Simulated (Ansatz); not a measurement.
# LaAlO3, response to strain

Consider LaAlO$_{3}$ (space group R-3c, No. 167).

```xyz
10
Lattice="2.7062 1.5624 4.3975 -2.7062 1.5624 4.3975 0.0000 -3.1249 4.3975" Properties=species:S:1:pos:R:3 pbc="T T T"
La     0.0000     0.0000     3.2981
La     0.0000     0.0000     9.8944
Al     0.0000     0.0000     0.0000
Al     0.0000     0.0000     6.5963
O      0.2094     1.5624     7.6956
O     -1.4578    -0.5998     7.6956
O      1.2484    -0.9626     7.6956
O     -0.2094    -1.5624     5.4969
O      1.4578     0.5998     5.4969
O     -1.2484     0.9626     5.4969
```

Cartesian axes are those of the cell as printed.

Strains are applied to the cell and any free atomic positions relax; under biaxial strain the out-of-plane vector relaxes too.

Level of theory: PBE (Ansatz, an electronic-structure program; PAW; 420 eV plane waves; no spin-orbit coupling), earlier PAW set.

Notes on the quantities. energy relative to the base: free energy F.

```csv
case,energy relative to the base,band gap,gap character,width of the top valence band
base,0 meV/atom,4.02 eV,"indirect, F → Γ",0.53 eV
"biaxial strain −4.59 %, plane normal [001], relaxed out of plane",+67 meV/atom,3.45 eV,direct at Γ,0.79 eV
"biaxial strain −0.81 %, plane normal [001], relaxed out of plane",+1.9 meV/atom,3.97 eV,"indirect, F → Γ",0.51 eV
"biaxial strain +2.65 %, plane normal [001], relaxed out of plane",+19 meV/atom,4.01 eV,direct at Γ,0.80 eV
isotropic strain −3.97 %,+102 meV/atom,3.79 eV,direct at Γ,0.63 eV
isotropic strain +0.34 %,+0.6 meV/atom,4.03 eV,"indirect, F → Γ",0.53 eV
isotropic strain +1.09 %,+6.4 meV/atom,4.05 eV,"indirect, F → Γ",0.54 eV
uniaxial strain ε_xx = +2.33 %,+6.1 meV/atom,3.84 eV,direct at Γ,–
```

No phonon test of stability was made. k-point labels follow each cell's own Brillouin zone.
